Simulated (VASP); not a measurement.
## VASP 6.6.1 run: Ge

INCAR

```
LREAL = .FALSE.
ISIF = 2
IBRION = -1
GGA = PE
BMIX = 0.5
NELM = 100
PREC = Accurate
LCHARG = .FALSE.
EDIFF = 1E-7
SIGMA = 0.3
NBANDS = 21
ISMEAR = -5
LASPH = .TRUE.
LWAVE = .FALSE.
ENCUT = 520
NSW = 0
IVDW = 12
```

KPOINTS

```
KPOINTS created by Atomic Simulation Environment
0
Gamma
8 8 8
0 0 0
```

POSCAR

```
Ge
 1.0000000000000000
     0.0000000000000000    2.8368735120999999    2.7801360418000001
     2.8368735120999999    0.0000000000000000    2.7801360418000001
     2.8368735120999999    2.8368735120999999    0.0000000000000000
 Ge
   2
Cartesian
  0.0000000000000000  0.0000000000000000  0.0000000000000000
  1.4184367560500000  1.4184367560500000  1.3900680209000000
```

The recommended PBE PAW datasets give the neutral cell 28 valence electrons.

Command

```
mpirun -np 1 vasp_std
```

OSZICAR

```
N       E                     dE             d eps       ncg     rms          rms(c)
DAV:   1     0.187446411317E+03    0.18745E+03   -0.14489E+04  2747   0.366E+03
DAV:   2     0.180631050158E+02   -0.16938E+03   -0.16444E+03  2498   0.615E+02
DAV:   3    -0.820045991156E+01   -0.26264E+02   -0.26109E+02  2883   0.141E+02
DAV:   4    -0.906054792250E+01   -0.86009E+00   -0.85968E+00  2778   0.301E+01
DAV:   5    -0.907475147160E+01   -0.14204E-01   -0.14203E-01  2821   0.422E+00    0.326E+00
DAV:   6    -0.900864031221E+01    0.66111E-01   -0.28562E-02  2857   0.144E+00    0.189E+00
DAV:   7    -0.898228660727E+01    0.26354E-01   -0.48220E-02  2738   0.193E+00    0.137E-01
DAV:   8    -0.898285226999E+01   -0.56566E-03   -0.38251E-03  2863   0.651E-01    0.409E-02
DAV:   9    -0.898292054221E+01   -0.68272E-04   -0.87648E-05  2773   0.712E-02    0.123E-02
DAV:  10    -0.898292240310E+01   -0.18609E-05   -0.61343E-06  3282   0.340E-02    0.479E-03
DAV:  11    -0.898292328219E+01   -0.87909E-06   -0.17698E-06  2680   0.116E-02    0.117E-03
DAV:  12    -0.898292326173E+01    0.20459E-07   -0.67452E-08  2136   0.412E-03
   1 F= -.95843994E+01 E0= -.95843994E+01  d E =0.000000E+00
```

From OUTCAR

```
k-points           NKPTS =     59   k-points in BZ     NKDIM =     59   number of bands    NBANDS=     21

   NELECT =      28.0000    total number of electrons

   dimension x,y,z NGX =    30 NGY =   30 NGZ =   30
   dimension x,y,z NGXF=    60 NGYF=   60 NGZF=   60

  energy-cutoff  :      520.00
  volume of cell :       44.75
      direct lattice vectors                 reciprocal lattice vectors
     0.000000000  2.836873512  2.780136042    -0.176250368  0.176250368  0.179847314
     2.836873512  0.000000000  2.780136042     0.176250368 -0.176250368  0.179847314
     2.836873512  2.836873512  0.000000000     0.176250368  0.176250368 -0.179847314

 k-points in reciprocal lattice and weights: KPOINTS created by Atomic Simulation Env
   0.00000000  0.00000000  0.00000000       0.002
   0.12500000 -0.00000000  0.00000000       0.016
   0.25000000 -0.00000000  0.00000000       0.016
   0.37500000  0.00000000  0.00000000       0.016
   0.50000000 -0.00000000  0.00000000       0.008
   0.12500000  0.12500000  0.00000000       0.004
   0.25000000  0.12500000  0.00000000       0.016
   0.37500000  0.12500000  0.00000000       0.016
   ...

 E-fermi :   5.2297

 k-point     1 :       0.0000    0.0000    0.0000
  band No.  band energies     occupation
      1     -19.7263      2.00000
      2     -19.7209      2.00000
      3     -19.7209      2.00000
      4     -19.6868      2.00000
      5     -19.6845      2.00000
      6     -19.4718      2.00000
      7     -19.4718      2.00000
      8     -19.4632      2.00000
      9     -19.4572      2.00000
     10     -19.4515      2.00000
     11      -7.7519      2.00000
     12       5.0588      2.00000
     13       5.0588      2.00000
     14       5.2133      2.00000
     15       5.2493      0.00000
     16       7.6049      0.00000
     17       7.7039      0.00000
     18       7.7039      0.00000
     19      11.5659      0.00000
     20      14.4211      0.00000
     21      14.8117      0.00000

 k-point     2 :       0.1250   -0.0000    0.0000
  band No.  band energies     occupation
      1     -19.7330      2.00000
      2     -19.7293      2.00000
      3     -19.7200      2.00000
      4     -19.6746      2.00000
      5     -19.6730      2.00000
      6     -19.4823      2.00000
      7     -19.4814      2.00000
      8     -19.4706      2.00000
      9     -19.4440      2.00000
     10     -19.4439      2.00000
     11      -7.5594      2.00000
     12       2.7700      2.00000
     13       4.7127      2.00000
     14       4.8277      2.00000
     15       6.2039      0.00000
     16       8.0903      0.00000
     17       8.1505      0.00000
     18       8.6484      0.00000
     19      12.5017      0.00000
     20      13.5720      0.00000
     21      13.8335      0.00000

 ...

  Total       0.47836     0.47836     0.87857     0.00000     0.00000    -0.00000
  in kB      17.12715    17.12715    31.45662     0.00000     0.00000    -0.00000
  external pressure =       21.90 kB  Pullay stress =        0.00 kB

 POSITION                                       TOTAL-FORCE (eV/Angst)
 -----------------------------------------------------------------------------------
      0.00000      0.00000      0.00000        -0.000000     -0.000000      0.000000
      1.41844      1.41844      1.39007         0.000000      0.000000     -0.000000
 -----------------------------------------------------------------------------------
    total drift:                                0.000000      0.000000      0.000000

  FREE ENERGIE OF THE ION-ELECTRON SYSTEM (eV)
  ---------------------------------------------------
  free  energy   TOTEN  =        -9.5843994033 eV

  energy  without entropy=       -9.5843994033  energy(sigma->0) =       -9.58439940
```

It converged. Results: gap between bands v and c on the k mesh 0.04 eV; least direct gap on the k mesh 0.04 eV; pressure 2.2 GPa. Band v is the last that the valence electrons fill when counted band by band, and c is the next.

For comparison, a separate PBE run of the intended cell, on usual settings and not on those above, gives a gap of 0.04 eV on its mesh and a pressure of 4.4 GPa.

The run above took about 40 s on one core of a shared host (Intel Xeon Platinum 8488C) and held 0.19 GiB at most.
